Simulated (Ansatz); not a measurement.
## A Li vacancy and a Cl vacancy, 4.39 Å apart on the ideal sites in rocksalt LiCl, 62 atoms, charge 0

All numbers come from Ansatz (PAW, plane waves, no spin–orbit coupling) at the single k point (¼, ¼, ¼) without its symmetry partners. The atoms were relaxed with PBEsol in a fixed cell; other functionals are single points on those atoms unless said otherwise. The valence top and gap of the host come from its small cell on a dense mesh, with the band extrema sought between the mesh points, lined up by the mean potential, PBEsol gap 6.34 eV, r²SCAN gap 7.46 eV.

Relaxed structure:

```xyz
62
Lattice="10.1327 0.0000 0.0000 0.0000 10.1327 0.0000 0.0000 0.0000 10.1327" Properties=species:S:1:pos:R:3 pbc="T T T"
Cl    2.5255    0.0602    0.0583
Cl    2.5160    0.0623    5.0083
Cl    2.5160    5.0101    0.0566
Cl    2.4660    5.0174    5.0140
Cl    7.6102    0.0130    0.0110
Cl    7.6244    0.0216    5.0525
Cl    7.6246    5.0532    0.0179
Cl    7.6999    5.0540    5.0535
Cl    0.0621    2.5228    0.0573
Cl    0.0655    2.5140    5.0080
Cl    0.0165    7.6089    0.0116
Cl    0.0233    7.6224    5.0510
Cl    5.0125    2.5121    0.0621
Cl    5.0193    2.4642    5.0125
Cl    5.0558    7.6212    0.0192
Cl    5.0569    7.6959    5.0526
Cl    0.0618    0.0604    2.5218
Cl    0.0161    0.0140    7.6059
Cl    0.0660    5.0102    2.5092
Cl    0.0247    5.0547    7.6206
Cl    5.0144    0.0610    2.5108
Cl    5.0561    0.0220    7.6198
Cl    5.0151    5.0146    2.4617
Cl    5.0580    5.0543    7.6935
Cl    2.5273    2.5247    7.5952
Cl    2.5255    7.5982    2.5207
Cl    2.5317    7.6080    7.6045
Cl    7.6008    2.5245    2.5214
Cl    7.6102    2.5293    7.6053
Cl    7.6095    7.6061    2.5267
Cl    7.6075    7.6062    7.6033
Li   10.1311   10.1306   10.1302
Li    0.0003   10.1306    5.0656
Li    0.0015    5.0657   10.1274
Li    0.0078    5.0691    5.0650
Li    5.0697   10.1294   10.1259
Li    5.0704    0.0042    5.0648
Li    5.0696    5.0644    0.0015
Li    2.5538    2.5495    9.9087
Li    2.6005    2.5981    5.2756
Li    2.5510    7.5773   10.1011
Li    2.5969    7.5254    5.0819
Li    7.5765    2.5472   10.1019
Li    7.5289    2.5958    5.0851
Li    7.5840    7.5800   10.1196
Li    7.5342    7.5316    5.0762
Li    2.5543    9.9117    2.5493
Li    2.5503   10.1042    7.5732
Li    2.5949    5.2785    2.5931
Li    2.6002    5.0871    7.5261
Li    7.5797   10.1038    2.5450
Li    7.5844   10.1231    7.5801
Li    7.5202    5.0857    2.5957
Li    7.5368    5.0771    7.5310
Li    9.9145    2.5509    2.5485
Li   10.1080    2.5477    7.5712
Li   10.1062    7.5724    2.5439
Li   10.1255    7.5817    7.5801
Li    5.2822    2.5947    2.5931
Li    5.0902    2.5965    7.5200
Li    5.0885    7.5264    2.5930
Li    5.0799    7.5286    7.5280
```

Chemical potentials μ are those of reference phases of the elements at zero temperature by the same functional (the usual solids, diamond for C, grey Sn, and the molecules H2, N2, O2, F2, Cl2, Br2 and S8).

| functional | E(defect) − E(host) − Σ nμ + q·E_VBM (eV) | monopole (eV) | alignment (eV) | formation energy at E_F = VBM (eV) | moment (μB) | wall time, shared host |
| --- | --- | --- | --- | --- | --- | --- |
| PBEsol | 5.02 | 0.00 | 0.00 | 5.02 | 0 (no spin) | 20 s on 7 threads of Neoverse-V2 (relaxation) |

(1) Estimate the formation energy and moment that r²SCAN gives on these atoms.

r²SCAN one-electron levels near the gap (the ten most localised at most), from the host's valence top:

```csv
level (eV),spin,filling,atoms sharing it,element of the atom with most weight
-0.26,both,2.00,28.9,spread
-0.26,both,2.00,28.9,spread
-0.21,both,2.00,29.3,spread
-0.20,both,2.00,14.7,Cl
-0.11,both,2.00,28.9,spread
0.00,both,2.00,21.6,spread
0.00,both,2.00,21.7,spread
0.05,both,2.00,12.8,Cl
0.05,both,2.00,12.8,Cl
5.78,both,0.00,11.9,Li
```

All elements are taken at their own reference at once; growth conditions in equilibrium with the host shift these energies, by up to the host's formation enthalpy.

One k point and a cell of this size can leave errors of several tenths of an eV in such numbers.

Answers

(1) 5.43 eV at E_F = VBM, moment 0 (no spin).
